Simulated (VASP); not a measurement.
Input of a VASP 6.6.1 run:

The input POSCAR:

```
BeH2
1.0
   -3.5799452587      3.5799452587      3.5799452587
    3.5799452587     -3.5799452587      3.5799452587
    3.5799452587      3.5799452587     -3.5799452587
Be H
6 12
Direct
    0.2500000000      0.7500000000      0.5000000000
    0.5000000000      0.7500000000      0.2500000000
    0.2500000000      0.5000000000      0.7500000000
    0.7500000000      0.2500000000      0.5000000000
    0.5000000000      0.2500000000      0.7500000000
    0.7500000000      0.5000000000      0.2500000000
    0.2664672426      0.7103106060      0.2664672426
    0.2896893940      0.5561566366      0.5561566366
    0.4438433634      0.0000000000      0.7335327574
    0.0000000000      0.7335327574      0.4438433634
    0.4438433634      0.7335327574      0.0000000000
    0.7335327574      0.0000000000      0.4438433634
    0.5561566366      0.5561566366      0.2896893940
    0.0000000000      0.4438433634      0.7335327574
    0.2664672426      0.2664672426      0.7103106060
    0.5561566366      0.2896893940      0.5561566366
    0.7103106060      0.2664672426      0.2664672426
    0.7335327574      0.4438433634      0.0000000000
```

INCAR.step1

```
SYSTEM = BeH2
ALGO     = Normal         ! electronic algorithm
EDIFF    = 1E-4           ! SCF threshold, eV
ENCUT    = 520            ! plane-wave cutoff, eV
GGA      = PE             ! functional
ISMEAR   = 0              ! smearing method
LASPH    = .True.         ! aspherical terms in the spheres
LCHARG   = .False.        ! write CHGCAR
LREAL    = Auto         
LWAVE    = .True.         ! write WAVECAR
NBANDS   = 27             ! bands
NELM     = 100            ! most SCF steps
PREC     = Accurate       ! precision mode
SIGMA    = 0.02           ! smearing width, eV
```

File INCAR.step2:

```
SYSTEM = BeH2
ALGO     = Normal         ! electronic algorithm
EDIFF    = 1E-6           ! SCF threshold, eV
ENCUT    = 520            ! plane-wave cutoff, eV
ISIF     = 2              ! what is computed and relaxed
ISMEAR   = 0              ! smearing method
ISTART   = 1            
LASPH    = .True.         ! aspherical terms in the spheres
LCHARG   = .False.        ! write CHGCAR
LMIXTAU  = .True.       
LREAL    = Auto         
LWAVE    = .False.        ! write WAVECAR
METAGGA  = R2SCAN         ! meta-GGA
NBANDS   = 27             ! bands
NELM     = 100            ! most SCF steps
PREC     = Accurate       ! precision mode
SIGMA    = 0.02           ! smearing width, eV
```

Contents of KPOINTS:

```
k-points
0
Gamma
  6 6 6
  0 0 0
```

Potentials or basis: VASP PAW PBE potentials, release 64 (Be, H).

Command:

```sh
$ cat potpaw_PBE.64/Be/POTCAR potpaw_PBE.64/H/POTCAR > POTCAR
$ cp INCAR.step1 INCAR
$ mpirun -np 1 vasp_std > vasp.out
$ cp INCAR.step2 INCAR
$ mpirun -np 1 vasp_std > vasp.out
```

(1) Predict the largest force.

(2) What does it give for the band gap on the k mesh?

(3) Predict the pressure.

Results:

(1) 0.038 eV/Å.

(2) 5.78 eV, indirect (least direct gap 5.95 eV).

(3) -0.4 GPa.

Caveat: the PAW data sets were made with another functional, which shifts forces and pressure a little.
